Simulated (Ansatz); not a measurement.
VH$_{2}$ (Fm-3m)

Theory: DFT PBEsol, scalar-relativistic, plane waves, PAW (Ansatz).

Cutoff 420 eV; k points 18×18×18 on the computed 3-atom cell (Γ-centred); Gaussian smearing, width 0.10 eV; no spin polarisation.

The structure is relaxed at this level of theory with its symmetry kept. Whether it is the stable form of this composition wasn't checked.

```
V H
1.0
     0.00000    2.08209    2.08209
     2.08209    0.00000    2.08209
     2.08209    2.08209    0.00000
V H
1 2
Direct
  0.00000 0.00000 0.00000
  0.25000 0.25000 0.25000
  0.75000 0.75000 0.75000
```

```json
{
  "Space group": "Fm-3m (No. 225)",
  "Volume per atom": "6.02 Å³",
  "Formation energy from the elements' standard states (uncorrected)": "-0.311 eV/atom",
  "Kohn–Sham band gap": "none (metal)",
  "Density of states at the Fermi level": "1.28 states/eV per cell",
  "Löwdin character within 0.5 eV of the Fermi level": "V 3d 97 %",
  "Bulk modulus": "190 GPa",
  "Its pressure derivative": "4.0",
  "Bader charges (e)": "V (1 in the cell) 1.14, H (2 in the cell) -0.57"
}
```

A ferromagnetic start lost its moments in a first run, so spin was left out; other magnetic orders weren't tried.